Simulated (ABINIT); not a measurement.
# Ge (Cmmm) in ABINIT: reference runs

Aim: a first look at Ge with PBE, on the cell as given and on a disturbed one.

Everything below comes from runs of ABINIT 10.8.3 (patched build). Logs are shortened: lines on timing, memory, paths and dates and some standing lists are left out, and cuts for length are marked. The log counts tension as positive stress, the text compression.

### Step 1. Starting point

It takes space group Cmmm (No. 65, orthorhombic). The conventional cell has a = 2.794 Å, b = 5.201 Å, c = 2.698 Å, α = 90.00°, β = 90.00°, γ = 90.00°. Around Ge (site symmetry mmm) lie 8 Ge at 2.70 to 2.95 Å.

This isn't the form of Ge at room conditions, which is diamond.

### Step 2. Single point, PBE

The input, run.abi:

```
pp_dirpath "./"
pseudos "Ge.GGA_PBE-JTH.xml"

structure "poscar:POSCAR"
natom 1
chkprim 0
chksymtnons 0
tolsym 1.0e-6

ecut 22.0
pawecutdg 44.0
pawxcdev 0

kptopt 1
ngkpt 11 11 10
nshiftk 1
shiftk 0.0 0.0 0.0

ixc 11

nband 11
occopt 3
tsmear 0.00183747

nstep 100
tolvrs 1.0e-9

iomode 3
prtwf 0
prtden 0
prteig 0
prtebands 0
```

The input, POSCAR:

```
Ge
1.0
    1.3971490000     -2.6005160000      0.0000000000
    1.3971490000      2.6005160000      0.0000000000
    0.0000000000      0.0000000000      2.6982310000
Ge
1
Direct
    0.5000000000      0.5000000000      0.0000000000  Ge
```

Potentials or basis: JTH PAW PBE v2.0.

Run with:

```
abinit run.abi > log 2>&1
```

run.abo:

```text
.Version 10.8.3 of ABINIT
 Symmetries : space group Cm m m (# 65); Bravais oC (1-face-center ortho.)
================================================================================
 Values of the parameters that define the memory need of the present run
     intxc =       0    ionmov =       0      iscf =      17    lmnmax =      18
     lnmax =       6     mgfft =      24  mpssoang =       3    mqgrid =    3001
     natom =       1  nloc_mem =       2    nspden =       1   nspinor =       1
    nsppol =       1      nsym =       8    n1xccc =       1    ntypat =       1
    occopt =       3   xclevel =       2
       mpw =         670          nfft =       13824          nkpt =         216
 PAW method is used; the additional fine FFT grid is defined by:
   mgfftf=        36    nfftf =     41472
================================================================================
================================================================================

--------------------------------------------------------------------------------
------------- Echo of variables that govern the present computation ------------
--------------------------------------------------------------------------------
 -outvars: echo values of preprocessed input variables --------
            acell      1.0000000000E+00  1.0000000000E+00  1.0000000000E+00 Bohr
              amu      7.26100000E+01
          chkprim           0
      chksymtnons           0
             ecut      2.20000000E+01 Hartree
                       outvar_i_n : Printing only first  50 k-points.
              ixc          11
                       outvar_i_n : Printing only first  50 k-points.
         kptrlatt       11    0    0      0   11    0      0    0   10
          kptrlen      5.09891761E+01
            natom           1
            nband          11
            ngfft          24      24      24
          ngfftdg          36      36      32
             nkpt         216
            nstep         100
             nsym           8
           ntypat           1
                       prtocc : prtvol=0, do not print more k-points.
           occopt           3
        pawecutdg      4.40000000E+01 Hartree
         pawxcdev           0
           prtden           0
        prtebands           0
           prteig           0
            prtwf           0
            rprim      2.6402289671E+00 -4.9142630260E+00  0.0000000000E+00
                       2.6402289671E+00  4.9142630260E+00  0.0000000000E+00
                       0.0000000000E+00  0.0000000000E+00  5.0989176144E+00
          spgroup          65
           tolsym      1.00000000E-06
           tolvrs      1.00000000E-09
           tsmear      1.83747000E-03 Hartree
            typat      1
           useylm           1
                       outvars : Printing only first  50 k-points.
           xangst      1.3971490000E+00 -9.0644252346E-17  0.0000000000E+00
            xcart      2.6402289671E+00 -1.7129281182E-16  0.0000000000E+00
             xred      5.0000000000E-01  5.0000000000E-01  0.0000000000E+00
            znucl       32.00000

================================================================================

 chkinp: Checking input parameters for consistency.

================================================================================
== DATASET  1 ==================================================================

--- !DatasetInfo
iteration_state: {dtset: 1, }
dimensions: {natom: 1, nkpt: 216, mband: 11, nsppol: 1, nspinor: 1, nspden: 1, mpw: 670, }
cutoff_energies: {ecut:  22.0, pawecutdg:  44.0, }
electrons: {nelect:   1.40000000E+01, charge:   0.00000000E+00, occopt:   3.00000000E+00, tsmear:   1.83747000E-03, }
meta: {optdriver: 0, ionmov: 0, optcell: 0, iscf: 17, paral_kgb: 0, }
...

 Exchange-correlation functional for the present dataset will be:
  GGA: Perdew-Burke-Ernzerhof functional - ixc=11
  J.P.Perdew, K.Burke, M.Ernzerhof, PRL 77, 3865 (1996)

 Real(R)+Recip(G) space primitive vectors, cartesian coordinates (Bohr,Bohr^-1):
 R(1)=  2.6402290 -4.9142630  0.0000000  G(1)=  0.1893775 -0.1017447  0.0000000
 R(2)=  2.6402290  4.9142630  0.0000000  G(2)=  0.1893775  0.1017447  0.0000000
 R(3)=  0.0000000  0.0000000  5.0989176  G(3)=  0.0000000  0.0000000  0.1961201
 Unit cell volume ucvol=  1.3231466E+02 bohr^3
 Angles (23,13,12)=  9.00000000E+01  9.00000000E+01  1.23505425E+02 degrees

 Coarse grid specifications (used for wave-functions):

 getcut: wavevector=  0.0000  0.0000  0.0000  ngfft=  24  24  24
         ecut(hartree)=     22.000   => boxcut(ratio)=   2.03899

 Fine grid specifications (used for densities):

 getcut: wavevector=  0.0000  0.0000  0.0000  ngfft=  36  36  32
         ecut(hartree)=     44.000   => boxcut(ratio)=   2.10175

--- Pseudopotential description ------------------------------------------------
- pspini: atom type   1  psp file is ./Ge.GGA_PBE-JTH.xml
 Pseudopotential format is: paw10
 basis_size (lnmax)=  6 (lmn_size= 18), orbitals=   0   0   1   1   2   2
 Spheres core radius: rc_sph= 2.30476891
 Shapefunction is SIN type: shapef(r)=[sin(pi*r/rshp)/(pi*r/rshp)]**2
 Radius for shape functions =  1.99988291
 Compensation charge density is not taken into account in XC energy/potential

   2.83683711E+02                                ecore*ucvol(ha*bohr**3)
--------------------------------------------------------------------------------

================================================================================

--- !BeginCycle
iteration_state: {dtset: 1, }
solver: {iscf: 17, nstep: 100, nline: 4, wfoptalg: 10, }
tolerances: {tolvrs: 1.00E-09, }
...

     iter   Etot(hartree)      deltaE(h)  residm     nres2
 ETOT  1  -95.251323101417    -9.525E+01 4.224E+00 8.370E-01
 ETOT  2  -95.570780496286    -3.195E-01 4.748E-01 7.303E-02
 ETOT  3  -95.570588826234     1.917E-04 1.795E-01 1.651E-02
 ETOT  4  -95.570553707483     3.512E-05 1.650E-02 2.169E-03
 ETOT  5  -95.570544532330     9.175E-06 1.688E-02 2.083E-04
 ETOT  6  -95.570544859551    -3.272E-07 3.156E-03 3.585E-05
 ETOT  7  -95.570544812305     4.725E-08 3.012E-03 1.464E-06
 ETOT  8  -95.570544872960    -6.066E-08 5.122E-04 6.037E-07
 ETOT  9  -95.570544867716     5.244E-09 1.351E-03 1.703E-08
 ETOT 10  -95.570544867804    -8.747E-11 3.836E-04 3.278E-09
 ETOT 11  -95.570544867794     1.012E-11 5.395E-04 1.403E-09
 ETOT 12  -95.570544867774     1.934E-11 1.781E-04 4.997E-11

 At SCF step   12       nres2   =  5.00E-11 < tolvrs=  1.00E-09 =>converged.

 Cartesian components of stress tensor (hartree/bohr^3)
  sigma(1 1)= -1.64710899E-05  sigma(3 2)=  0.00000000E+00
  sigma(2 2)=  1.02228201E-04  sigma(3 1)=  0.00000000E+00
  sigma(3 3)=  2.06687239E-05  sigma(2 1)=  0.00000000E+00

--- !ResultsGS
iteration_state: {dtset: 1, }
comment   : Summary of ground state results
lattice_vectors:
- [  2.6402290,  -4.9142630,   0.0000000, ]
- [  2.6402290,   4.9142630,   0.0000000, ]
- [  0.0000000,   0.0000000,   5.0989176, ]
lattice_lengths: [   5.57860,    5.57860,    5.09892, ]
lattice_angles: [ 90.000,  90.000, 123.505, ] # degrees, (23, 13, 12)
lattice_volume:   1.3231466E+02
convergence: {deltae:  1.934E-11, res2:  4.997E-11, residm:  1.781E-04, diffor: null, }
etotal    :  -9.55705449E+01
entropy   :   0.00000000E+00
fermie    :   3.10816202E-01
cartesian_stress_tensor: # hartree/bohr^3
- [ -1.64710899E-05,   0.00000000E+00,   0.00000000E+00, ]
- [  0.00000000E+00,   1.02228201E-04,   0.00000000E+00, ]
- [  0.00000000E+00,   0.00000000E+00,   2.06687239E-05, ]
pressure_GPa:  -1.0437E+00
xred      :
- [  5.0000E-01,   5.0000E-01,   0.0000E+00, Ge]
cartesian_forces: # hartree/bohr
- [ -0.00000000E+00,  -0.00000000E+00,  -0.00000000E+00, ]
force_length_stats: {min:   0.00000000E+00, max:   0.00000000E+00, mean:   0.00000000E+00, }
...

 Integrated electronic density in atomic spheres:
 ------------------------------------------------
 Atom  Sphere_radius  Integrated_density
    1        2.30477         12.19193147

================================================================================

 ----iterations are completed or convergence reached----

 Mean square residual over all n,k,spin=   96.012E-09; max=  17.810E-05
 reduced coordinates (array xred) for    1 atoms
       0.500000000000      0.500000000000      0.000000000000
 rms dE/dt=  0.0000E+00; max dE/dt=  0.0000E+00; dE/dt below (all hartree)
    1       0.000000000000      0.000000000000      0.000000000000

 cartesian coordinates (angstrom) at end:
    1      1.39714900000000    -0.00000000000000     0.00000000000000

 cartesian forces (hartree/bohr) at end:
    1     -0.00000000000000    -0.00000000000000    -0.00000000000000
 frms,max,avg= 0.0000000E+00 0.0000000E+00   0.000E+00  0.000E+00  0.000E+00 h/b

 cartesian forces (eV/Angstrom) at end:
    1     -0.00000000000000    -0.00000000000000    -0.00000000000000
 frms,max,avg= 0.0000000E+00 0.0000000E+00   0.000E+00  0.000E+00  0.000E+00 e/A
 length scales=  1.000000000000  1.000000000000  1.000000000000 bohr
              =  0.529177210544  0.529177210544  0.529177210544 angstroms
 Fermi (or HOMO) energy (hartree) =   0.31082   Average Vxc (hartree)=  -0.37772
 Eigenvalues (hartree) for nkpt= 216  k points:
 kpt#   1, nband= 11, wtk=  0.00083, kpt=  0.0000  0.0000  0.0000 (reduced coord)
  -0.59678   -0.59488   -0.59301   -0.58910   -0.58835   -0.16108    0.55658    0.57371
   0.62915    0.68591    0.77068
      occupation numbers for kpt#   1
   2.00000    2.00000    2.00000    2.00000    2.00000    2.00000    0.00000    0.00000
   0.00000    0.00000    0.00000
 prteigrs : prtvol=0 or 1, do not print more k-points.

--- !EnergyTerms
iteration_state     : {dtset: 1, }
comment             : Components of total free energy in Hartree
kinetic             :  6.46686453865810E+00
hartree             :  1.78201642674649E+01
xc                  : -2.29231861693466E+00
Ewald energy        : -5.49864446658997E+01
psp_core            :  2.14400808892492E+00
local_psp           : -6.24483513625667E+01
PAW spherical_terms : -2.27432546955591E+00
internal            : -9.55704032199091E+01
'-kT*entropy'       : -1.44726382459647E-04
total_energy        : -9.55705479462915E+01
total_energy_eV     : -2.60060709390658E+03
...

--- !EnergyTermsDC
iteration_state     : {dtset: 1, }
comment             : '"Double-counting" decomposition of free energy'
band_energy         : -5.44365654876539E+00
Ewald energy        : -5.49864446658997E+01
psp_core            :  2.14400808892492E+00
xc_dc               : -1.72245103879642E+01
PAW spherical_terms : -2.00597966276875E+01
internal            : -9.55704001413920E+01
'-kT*entropy'       : -1.44726382459647E-04
total_energy_dc     : -9.55705448677744E+01
total_energy_dc_eV  : -2.60060701013587E+03
...

--- !EnergyTermsWithPAWCore
iteration_state     : {dtset: 1, }
comment             : 'Components of total free energy, including PAW core contributions'
Total energy        : -2.09898879203735E+03
Total energy DC     : -2.09898878895883E+03
Total energy (eV)   : -5.71163947461134E+04
Total energy DC (eV): -5.71163946623427E+04
...

 Cartesian components of stress tensor (hartree/bohr^3)
  sigma(1 1)= -1.64710899E-05  sigma(3 2)=  0.00000000E+00
  sigma(2 2)=  1.02228201E-04  sigma(3 1)=  0.00000000E+00
  sigma(3 3)=  2.06687239E-05  sigma(2 1)=  0.00000000E+00

-Cartesian components of stress tensor (GPa)         [Pressure= -1.0437E+00 GPa]
- sigma(1 1)= -4.84596197E-01  sigma(3 2)=  0.00000000E+00
- sigma(2 2)=  3.00765751E+00  sigma(3 1)=  0.00000000E+00
- sigma(3 3)=  6.08094853E-01  sigma(2 1)=  0.00000000E+00

== END DATASET(S) ==============================================================
================================================================================

 -outvars: echo values of variables after computation  --------
            acell      1.0000000000E+00  1.0000000000E+00  1.0000000000E+00 Bohr
           etotal     -9.5570544868E+01
            fcart     -0.0000000000E+00 -0.0000000000E+00 -0.0000000000E+00
            rprim      2.6402289671E+00 -4.9142630260E+00  0.0000000000E+00
                       2.6402289671E+00  4.9142630260E+00  0.0000000000E+00
                       0.0000000000E+00  0.0000000000E+00  5.0989176144E+00
           strten     -1.6471089948E-05  1.0222820097E-04  2.0668723935E-05
                       0.0000000000E+00  0.0000000000E+00  0.0000000000E+00
           xangst      1.3971490000E+00 -9.0644252346E-17  0.0000000000E+00
             xred      5.0000000000E-01  5.0000000000E-01  0.0000000000E+00
 Calculation completed.
```

It took 38 s on 1 thread of Arm Neoverse V2, shared host; peak memory 0.15 GiB.

Results:

| Quantity | Value |
| --- | --- |
| Free energy | -2600.6070 eV |
| Pressure | -1.0 GPa |
| Band gap on the k mesh | none (metal or under the smearing width) |
| Valence electrons inside the program's atomic spheres | Ge 12.19 (radii [1.2196] Å) |

Stress tensor (GPa, compression positive):
```
 0.48  0.00  0.00
 0.00 -3.01  0.00
 0.00  0.00 -0.61
```

Levels at points of the mesh, in eV from the Fermi level:
```
           k point  band 5  band 6  band 7  band 8  band 9  band 10
(0.00, 0.00, 0.00)  -24.47  -12.84    6.69    7.15    8.66    10.21
(0.00, 0.00, 0.50)  -24.50   -9.07   -5.65    9.97   11.48    15.99
```

### Step 3. Single point, PBE

The input, run.py:

```python
import json, os
import numpy as np
from ase.units import GPa
from ase.calculators.abinit import Abinit, AbinitProfile
from ase.io import read

atoms = read('Ge.cif')

profile = AbinitProfile(command='abinit', pp_paths=[os.path.abspath('pseudos')])
params = dict(
    pps='pawxml', xc='PBE',
    chksymtnons=0,
    tolsym=1e-06,
    ecut=598.6505,
    pawecutdg=1197.301,
    pawxcdev=0,
    kptopt=1,
    ngkpt=[11, 11, 10],
    nshiftk=1,
    shiftk=[0.0, 0.0, 0.0],
    ixc=11,
    nband=11,
    occopt=3,
    tsmear=0.05,
    nstep=100,
    tolvrs=1e-09,
    prtwf=0,
    prtden=0,
)

atoms.calc = Abinit(profile=profile, directory='run', **params)
energy = atoms.get_potential_energy()
forces = atoms.get_forces()
stress = atoms.get_stress()
print(f'energy {energy:.6f} eV')
print('forces (eV/A)')
print(np.round(forces, 5))
print('stress (GPa, Voigt, tension positive)', np.round(stress / GPa, 4))
json.dump(dict(energy=energy, forces=forces.tolist(), stress=stress.tolist(), cell=atoms.cell.tolist(), frac=atoms.get_scaled_positions(wrap=False).tolist()), open('results.json', 'w'))
```

The input, Ge.cif:

```cif
data_Ge
_cell_length_a 2.95206856
_cell_length_b 2.95206856
_cell_length_c 2.69823100
_cell_angle_alpha 90.00000000
_cell_angle_beta 90.00000000
_cell_angle_gamma 123.50542487
_space_group_name_H-M_alt 'P1'
_space_group_name_Hall 'P 1'
_space_group_IT_number 1
loop_
_space_group_symop_operation_xyz
'x,y,z'
loop_
_atom_site_label
_atom_site_type_symbol
_atom_site_symmetry_multiplicity
_atom_site_Wyckoff_symbol
_atom_site_fract_x
_atom_site_fract_y
_atom_site_fract_z
_atom_site_occupancy
Ge1 Ge 1 a 0.5000000000 0.5000000000 0.0000000000 1
```

Potentials or basis: JTH PAW PBE v2.0.

Run with:

```
python run.py
```

Wall time 38 s (1 thread of Arm Neoverse V2, shared host); peak memory 0.15 GiB.

The run converged. Its results:

```yaml
Free_energy: -2600.6070 eV
Pressure: -1.0 GPa
Band_gap_on_the_k_mesh: none (metal or under the smearing width)
Valence_electrons_inside_the_program's_atomic_spheres: Ge 12.19 (radii [1.2196] Å)
```

Stress tensor (GPa, compression positive):
```
-2.23  1.46  0.00
 1.46 -0.30  0.00
 0.00  0.00 -0.61
```

Levels at points of the mesh, in eV from the Fermi level:
| k point | band 4 | band 5 | band 6 | band 7 | band 8 | band 9 | band 10 | band 11 |
| --- | --- | --- | --- | --- | --- | --- | --- | --- |
| (0.00, 0.00, 0.00) | -24.49 | -24.47 | -12.84 | 6.69 | 7.15 | 8.66 | 10.21 | 12.51 |
| (0.00, 0.00, 0.50) | -24.53 | -24.50 | -9.07 | -5.65 | 9.97 | 11.48 | 15.99 | 16.15 |

### Step 4. Single point, PBE (cell strained at random at fixed volume)

The input, run.abi:

```
# Pseudopotentials
pp_dirpath "./"
pseudos "Ge.GGA_PBE-JTH.xml"

# Structure
acell 3*1.0
rprim
     2.5832990761    -4.9747947299     0.0251824903
     2.5701617000     4.9677366029     0.0146604953
     0.0384729342    -0.0054575290     5.1649767671
ntypat 1
znucl 32
natom 1
typat 1
xred
     0.5176120000     0.5148350000    -0.0070280000
chkprim 0
chksymtnons 0
tolsym 1.0e-6

# Plane-wave basis
ecut 22.0
pawecutdg 44.0
pawxcdev 0

# k points
kptopt 1
ngkpt 11 11 10
nshiftk 1
shiftk 0.0 0.0 0.0

# Exchange and correlation
ixc 11

# Bands and occupations
nband 11
occopt 3
tsmear 0.00183747

# SCF cycle
nstep 100
tolvrs 1.0e-9

# Output
iomode 3
prtwf 0
prtden 0
prteig 0
prtebands 0
enunit 1
```

Run with:

```
abinit run.abi > log 2>&1
```

Run time: 95 s. Hardware: 1 thread of Arm Neoverse V2, shared host; peak memory 0.26 GiB.

Results (log left out):

```
Free energy                                           : -2600.5936 eV
Pressure                                              : -0.7 GPa
Band gap on the k mesh                                : none (metal or under the smearing width)
Valence electrons inside the program's atomic spheres : Ge 12.20 (radii [1.2196] Å)
```

Stress tensor (GPa, compression positive):
```
 3.57 -0.09 -0.33
-0.09 -2.02  0.08
-0.33  0.08 -3.51
```

Levels at points of the mesh, in eV from the Fermi level:
```tsv
k point	band 4	band 5	band 6	band 7	band 8	band 9	band 10	band 11
(0.00, 0.00, 0.00)	-24.51	-24.48	-12.87	6.18	6.91	9.38	9.85	11.98
(0.00, 0.00, 0.50)	-24.54	-24.53	-9.30	-5.68	9.57	12.02	15.38	16.11
```
